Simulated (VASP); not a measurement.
Wanted: the native input for a VASP 6.6.1 run.

```yaml
Task: single point
Functional: PBE
Potentials_or_basis: VASP PAW PBE potentials, release 64 (Ta_pv)
Cutoff: 520 eV
k_mesh: 18 × 18 × 18
Occupations: gaussian, width 0.1 eV
Spin: non-collinear spin, zero start, spin-orbit coupling
Starting_moments: "[[0.0, 0.0, 0.0]] μB"
Further_INCAR_settings: ALGO = Normal; EDIFF = 1e-07; NBANDS = 22
```

The structure of Ta lies in POSCAR:

```
Ta                                      
1.0
   -1.6422546569      1.6422546569      1.6422546569
    1.6422546569     -1.6422546569      1.6422546569
    1.6422546569      1.6422546569     -1.6422546569
  Ta            
     1
Direct
     0.0000000000000000    0.0000000000000000    0.0000000000000000
```

The cell isn't the ideal one: a relaxed cell with its volume scaled by 0.97.

These files were run (other wordings do the same):

INCAR

```
PREC = Accurate
ENCUT = 520
EDIFF = 1E-7
ISMEAR = 0
SIGMA = 0.1
LREAL = False
LASPH = True
NELM = 80
ALGO = Normal
ISIF = 2
LWAVE = False
LCHARG = False
LNONCOLLINEAR = True
MAGMOM = 0 0 0
LORBIT = 11
LSORBIT = True
GGA_COMPAT = False
LMAXMIX = 4
GGA = PE
NBANDS = 22
KPAR = 4
```

KPOINTS

```
regular mesh
0
Gamma
  18 18 18
```

Potentials or basis: VASP PAW PBE potentials, release 64 (Ta_pv).

Command:

```bash
$ cat potpaw_PBE.64/Ta_pv/POTCAR > POTCAR
$ mpirun -np 4 vasp_ncl > vasp.out
```

Results of the run:

The pressure is 6.2 GPa and the net moment is 0.00 μB per cell. The valence electrons inside the program's atomic spheres are Ta 8.98.

It took 20 s on 4 MPI ranks on Intel(R) Xeon(R) Platinum 8559C (Emerald Rapids) (shared host), peak memory 0.26 GiB a rank.
